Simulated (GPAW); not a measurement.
# Te2Mo (P6_3/mmc) in GPAW: further runs

One crystal, Te2Mo, is run at these levels: LDA, PBEsol, RPBE; tasks: band structure.

All numbers are computed with GPAW 26.7.0; they aren't measurements. Logs are shortened: lines on timing, memory, paths and dates and some standing lists are left out, and cuts for length are marked. The log counts tension as positive stress, the text compression.

**Experimental background.**

“Broadband infrared study of pressure-tunable Fano resonance and metallization transition in 2H-MoTe2”, 2022, pmc:9569381 quotes, for a bulk crystal of Te2Mo at 300 K: band gap 0.88 ± 0.05 eV (indirect).

How close the calculation comes is told below.

## (1) The crystal as given

Symmetry: P6_3/mmc, No. 194, hexagonal system. Conventional cell: a = 3.518 Å, b = 3.518 Å, c = 13.974 Å, α = 90.00°, β = 90.00°, γ = 120.00°. Te (site symmetry 3m) has 3 Mo at 2.72 Å as nearest neighbours. Around Mo (site symmetry -6m2) lie 6 Te at 2.72 Å.

## (2) Band structure, LDA

Contents of run.py:

```python
from ase.dft.bandgap import bandgap
from ase.io import read, write
from ase.units import GPa
from gpaw import GPAW, PW

atoms = read('Te2Mo.xyz')

calc = GPAW(mode=PW(600),
            xc='LDA',
            kpts={'size': (9, 9, 2), 'gamma': True},
            occupations={'name': 'fermi-dirac', 'width': 0.05},
            nbands=46,
            convergence={'density': 1e-05, 'energy': 1e-05},
            maxiter=150,
            txt='gpaw.txt')
atoms.calc = calc
energy = atoms.get_potential_energy()
forces = atoms.get_forces()
stress = atoms.get_stress()
calc.write('gs.gpw')
write('result.traj', atoms)
print(f'Energy: {energy:.6f} eV')
print('Forces (eV/A):')
print(forces.round(4))
print('Stress (GPa):', (stress / GPa).round(3))
print('Fermi level:', round(calc.get_fermi_level(), 4), 'eV')
print(f'Gap: {bandgap(calc)[0]:.4f} eV, direct: {bandgap(calc, direct=True)[0]:.4f} eV')

path = atoms.cell.bandpath('GMKGALHA,LM,KH', npoints=100, eps=1e-4)
bs_calc = calc.fixed_density(kpts=path, symmetry='off', nbands=73,
                             convergence={'bands': 'CBM+6.0', 'eigenstates': 1e-6}, txt='bands.txt')
bs = bs_calc.band_structure()
bs.write('bs.json')
print(f'Gap on the path: {bandgap(bs_calc)[0]:.4f} eV')
```

Contents of Te2Mo.xyz:

```xyz
6
Lattice="3.5182000000 0.0000000000 0.0000000000 -1.7591000000 3.0468505756 0.0000000000 0.0000000000 0.0000000000 13.9736000000" Properties=species:S:1:pos:R:3 pbc="T T T"
Te     1.7591000002      1.0156168584      5.2959944000
Te    -0.0000000002      2.0312337172     12.2827944000
Te     1.7591000002      1.0156168584      1.6908056000
Te    -0.0000000002      2.0312337172      8.6776056000
Mo     1.7591000002      1.0156168584     10.4802000000
Mo    -0.0000000002      2.0312337172      3.4934000000
```

Potentials or basis: the program's PAW data sets (release 1.2.1) made for this functional, pw.

Run with:

```sh
OMP_NUM_THREADS=1 python run.py
```

gpaw.txt:

```text
__  _  _
 | _ |_)|_||  |
 |__||  | ||/\| - 26.7.0

Input parameters:
  mode=PW(ecut=600.0),
  convergence={'density': 1e-05, 'energy': 1e-05},
  kpts=MonkhorstPack(size=(9, 9, 2), gamma=True),
  maxiter=150,
  nbands=46,
  occupations=Occupations(name='fermi-dirac', width=0.05),
  xc=XC(name='LDA')

Diagonalizing LCAO Hamiltonian
Converting LCAO to pw mode

        Te

           Mo

        Te

           Te

        Mo

           Te

Atoms  # Å, Bohr magnetons
|   | symbol |         x |        y |         z |    initial magnetic moments |
|---|--------|-----------|----------|-----------|-----------------------------|
| 0 |     Te |  1.759100 | 1.015617 |  5.295994 | ( 0.0000,  0.0000,  0.0000) |
| 1 |     Te | -0.000000 | 2.031234 | 12.282794 | ( 0.0000,  0.0000,  0.0000) |
| 2 |     Te |  1.759100 | 1.015617 |  1.690806 | ( 0.0000,  0.0000,  0.0000) |
| 3 |     Te | -0.000000 | 2.031234 |  8.677606 | ( 0.0000,  0.0000,  0.0000) |
| 4 |     Mo |  1.759100 | 1.015617 | 10.480200 | ( 0.0000,  0.0000,  0.0000) |
| 5 |     Mo | -0.000000 | 2.031234 |  3.493400 | ( 0.0000,  0.0000,  0.0000) |

Unit cell  # Å
| periodic |         x |        y |         z |   lengths |     angles |
|----------|-----------|----------|-----------|-----------|------------|
|      yes |  3.518200 | 0.000000 |  0.000000 |  3.518200 |  90.000000 |
|      yes | -1.759100 | 3.046851 |  0.000000 |  3.518200 |  90.000000 |
|      yes |  0.000000 | 0.000000 | 13.973600 | 13.973600 | 120.000000 |

Number of symmetries: 12
Symmetry operations  # r_c * U_cc + t_c -> r_c
|    | kind |            matrix            |
|----|------|------------------------------|
|  0 |  σ   |  1, 1, 0,  0,-1, 0,  0, 0, 1 |
|  1 |  S6  |  1, 1, 0, -1, 0, 0,  0, 0,-1 |
|  2 |  E   |  1, 0, 0,  0, 1, 0,  0, 0, 1 |
|  3 |  C2  |  1, 0, 0, -1,-1, 0,  0, 0,-1 |
|  4 |  C2  |  0, 1, 0,  1, 0, 0,  0, 0,-1 |
|  5 |  C3  |  0, 1, 0, -1,-1, 0,  0, 0, 1 |
|  6 |  S6  |  0,-1, 0,  1, 1, 0,  0, 0,-1 |
|  7 |  σ   |  0,-1, 0, -1, 0, 0,  0, 0, 1 |
|  8 |  σ   | -1, 0, 0,  1, 1, 0,  0, 0, 1 |
|  9 |  i   | -1, 0, 0,  0,-1, 0,  0, 0,-1 |
| 10 |  C3  | -1,-1, 0,  1, 0, 0,  0, 0, 1 |
| 11 |  C2  | -1,-1, 0,  0, 1, 0,  0, 0,-1 |

BZ-sampling:
  Number of BZ points: 162
  Number of IBZ points: 24

  Monkhorst-Pack size: [9, 9, 2]
  Monkhorst-Pack shift: [0.0, 0.0, 0.25]

K-points  # in reciprocal-cell coordinates
|     |                                coordinates |     weight |
|-----|--------------------------------------------|------------|
|   0 | (  0.00000000,   0.00000000,   0.00000000) | 0.00617284 |
|   1 | (  0.00000000,   0.00000000,   0.50000000) | 0.00617284 |
|   2 | (  0.11111111,   0.00000000,   0.00000000) | 0.03703704 |
|   3 | (  0.11111111,   0.00000000,   0.50000000) | 0.03703704 |
|   4 | (  0.22222222,  -0.11111111,   0.00000000) | 0.03703704 |
|   5 | (  0.22222222,  -0.11111111,   0.50000000) | 0.03703704 |
|   6 | (  0.22222222,   0.00000000,   0.00000000) | 0.03703704 |
|   7 | (  0.22222222,   0.00000000,   0.50000000) | 0.03703704 |
|   8 | (  0.33333333,  -0.11111111,   0.00000000) | 0.07407407 |
|   9 | (  0.33333333,  -0.11111111,   0.50000000) | 0.07407407 |
| ... |                                            |            |
|  23 | (  0.44444444,   0.44444444,   0.50000000) | 0.03703704 |

Plane wave coefficients: 5038
Cutoff: 600.0 eV

Spin-components: 1 (collinear spins)
Bands:           46
Projectors:      32
Spin-degeneracy: 2
Datatype:        complex128

Parallelization:
  kpt:    1
  domain: 1
  band:   1

Density:
  Valence electrons: 52.0
  Components: 1
  Grid points: [20 20 80]
  Charge: 0.0  # |e|

Potential:
  Grid points: [20 20 80]

species:
  Te:
    name:    Tellurium
    Z:       52.0
    valence: 6
    core:    46
    charge:  0.0  # [|e|]
    compensation charges:
      type: gauss
      rc: 0.36  # [Å]
      lmax: 2
    cutoffs:
      filter: 2.09  # [Å]
      core: 3.17  # [Å]
    projectors
    | kind |    occ | energy [eV] | rcut [Å] |
    |------|--------|-------------|----------|
    |   5s |  2.000 |     -15.337 |    1.180 |
    |   5p |  4.000 |      -6.113 |    1.196 |
    |    s |        |      11.875 |    1.180 |
    |    p |        |      21.098 |    1.196 |
    |    d |        |       0.000 |    1.238 |

    Using partial waves for Te as LCAO basis

  Mo:
    name:    Molybdenum
    Z:       42.0
    valence: 14
    core:    28
    charge:  0.0  # [|e|]
    compensation charges:
      type: gauss
      rc: 0.38  # [Å]
      lmax: 2
    cutoffs:
      filter: 2.16  # [Å]
      core: 1.42  # [Å]
    projectors
    | kind |    occ | energy [eV] | rcut [Å] |
    |------|--------|-------------|----------|
    |   4s |  2.000 |     -64.384 |    1.238 |
    |   5s |  1.000 |      -4.319 |    1.238 |
    |   4p |  6.000 |     -38.595 |    1.296 |
    |   5p |  0.000 |      -1.161 |    1.296 |
    |   4d |  5.000 |      -3.933 |    1.296 |
    |    d |        |      23.278 |    1.296 |

    Using partial waves for Mo as LCAO basis

Reference energy: -958589.610648  # eV

eigensolver:
  PPCG
  Converge bands: occupied
  niter=2

density mixing:
  MSR1-Mixer
  Pratt-step length: 0.05
  Maximum mixing coefficient: 0.75
  Old densities: 10
  SVD Regularization: 0.005
  Good broyden scale: 1.0
  Trust region scale: 1.0
  Backstep threshold: 4.0
  History deletion threshold: 6.0
  Fourier metric: weight=20.0, sigma=0.015

occupation numbers:
  Fermi-Dirac:
    width: 0.0500  # eV

poisson solver:
  ecut: 4800.0  # eV

xc functional:
  name: None

convergence criteria:
- Maximum integral of absolute [dens]ity change: 1e-05 electrons / valence electron
- Maximum [total energy] change in last 3 cyles: 1e-05 eV / valence electron
- Maximum integral of absolute [eigenst]ate change: 4e-08 eV^2 / valence electron
maximum number of iterations: 150

SCF iterations
|iter     | |      energy | eigst |  dens |
|---------|-|-------------|-------|-------|
|iter:   1| |  -43.796900 | +0.46 |       |
|iter:   2| |  -43.575902 | -1.44 | -1.09 |
|iter:   3| |  -42.795208 | -1.46 | -1.12 |
|iter:   4| |  -42.455606 | -1.75 | -1.36 |
|iter:   5| |  -42.397573 | -2.52 | -1.79 |
|iter:   6| |  -42.462544 | -3.11 | -2.14 |
|iter:   7| |  -42.393982 | -3.33 | -1.94 |
|iter:   8| |  -42.393997 | -5.14 | -2.94 |
|iter:   9| |  -42.393992c| -6.03 | -3.31 |
|iter:  10| |  -42.393992c| -7.32 | -4.15 |
|iter:  11| |  -42.393992c| -8.09c| -4.95 |
|iter:  12| |  -42.393992c| -8.53c| -5.51c|

Converged in 12 steps
Energy contributions relative to reference atoms: (reference = -958589.610648)

Energy contributions:
  Kinetic:          11.542077
  Coulomb:         -19.002610
  Zero:             -0.182283
  External:          0.000000
  Xc:              -34.751159
  Entropy:          -0.000035
  Spinorbit:         0.000000
  ----------------------------
  Free energy:     -42.394009
  Extrapolated:    -42.393992

dipole moment: (-0.000101, -0.000175, -0.000802)  # |e|*Ang

Fermi level: 8.183
Eigenvalues  # (at kpt = [0.000, 0.000, 0.000])
| band index |      eig [eV] | occ [0-2] |
|------------|---------------|-----------|
|          0 |       -52.877 |     2.000 |
|        ... |               |           |
|         18 |         6.009 |     2.000 |
|         19 |         6.775 |     2.000 |
|         20 |         6.776 |     2.000 |
|         21 |         6.776 |     2.000 |
|         22 |         6.811 |     2.000 |
|         23 |         6.811 |     2.000 |
[... 8 lines left out ...]
|         32 |        11.174 |     0.000 |
|         33 |        11.174 |     0.000 |
|        ... |               |           |
|         45 |        18.830 |     0.000 |

Gap: 0.749 eV
Transition (v -> c):
  (s=0, k=0, n=25, [0.00, 0.00, 0.00]) -> (s=0, k=14, n=26, [0.44, -0.22, 0.00])
Direct/indirect transitions are different
Direct gap: 1.025 eV
Transition at: (s=0, k=12, n=25, [0.33, 0.33, 0.00])

Forces  # eV/Ang
|        x |        y |        z |
|----------|----------|----------|
|  0.00000 | -0.00000 | -0.39189 |  # Te   0
|  0.00000 |  0.00000 | -0.39176 |  # Te   1
| -0.00000 | -0.00000 |  0.39176 |  # Te   2
| -0.00000 |  0.00000 |  0.39189 |  # Te   3
|  0.00000 | -0.00000 | -0.00007 |  # Mo   4
| -0.00000 |  0.00000 |  0.00007 |  # Mo   5

Stress tensor  # eV/Ang^3
|         x |         y |         z |
|-----------|-----------|-----------|
|  0.023723 | -0.000000 |  0.000000 |
| -0.000000 |  0.023723 | -0.000000 |
|  0.000000 | -0.000000 |  0.024262 |

# Writing to gs.gpw (mode='')
```

It took 6.2 min on 1 thread of Arm Neoverse V2, shared host; peak memory 1.1 GiB.

What came out:

```
Free energy             : -42.3940 eV
Pressure                : -3.8 GPa
Largest force           : 0.392 eV/Å
Band gap on the k mesh  : 0.75 eV, indirect (least direct gap 1.02 eV)
Band gap along the path : 0.68 eV, indirect (least direct gap 1.02 eV)
```

Forces on the atoms (eV/Å):
```
Te   0.000  0.000 -0.392
Te   0.000  0.000 -0.392
Te   0.000  0.000  0.392
Te   0.000  0.000  0.392
Mo   0.000  0.000  0.000
Mo   0.000  0.000  0.000
```

Stress tensor (GPa, compression positive):
```
-3.80  0.00  0.00
 0.00 -3.80  0.00
 0.00  0.00 -3.89
```

Levels at the corners of the path, in eV from the valence-band top:
| point | band 23 | band 24 | band 25 | band 26 | band 27 | band 28 | band 29 | band 30 |
| --- | --- | --- | --- | --- | --- | --- | --- | --- |
| Γ | -1.02 | -1.02 | -0.32 | 0.00 | 2.87 | 2.87 | 3.01 | 3.01 |
| M | -1.00 | -0.95 | -0.62 | -0.33 | 1.23 | 1.29 | 1.42 | 1.75 |
| K | -1.81 | -1.81 | -0.33 | -0.09 | 0.94 | 0.94 | 1.14 | 2.16 |
| Γ | -1.02 | -1.02 | -0.32 | 0.00 | 2.87 | 2.87 | 3.01 | 3.01 |
| A | -1.04 | -1.04 | -0.08 | -0.08 | 2.91 | 2.91 | 2.91 | 2.91 |
| L | -0.96 | -0.96 | -0.48 | -0.48 | 1.26 | 1.26 | 1.60 | 1.60 |
| H | -1.97 | -1.97 | -0.23 | -0.23 | 0.94 | 0.94 | 1.61 | 1.61 |
| A | -1.04 | -1.04 | -0.08 | -0.08 | 2.91 | 2.91 | 2.91 | 2.91 |
| L | -0.96 | -0.96 | -0.48 | -0.48 | 1.26 | 1.26 | 1.60 | 1.60 |
| M | -1.00 | -0.95 | -0.62 | -0.33 | 1.23 | 1.29 | 1.42 | 1.75 |
| K | -1.81 | -1.81 | -0.33 | -0.09 | 0.94 | 0.94 | 1.14 | 2.16 |
| H | -1.97 | -1.97 | -0.23 | -0.23 | 0.94 | 0.94 | 1.61 | 1.61 |

Caveat: spin-orbit coupling is left out, which moves the levels of the heavy elements.

(Part 1 of 2 ends here.)
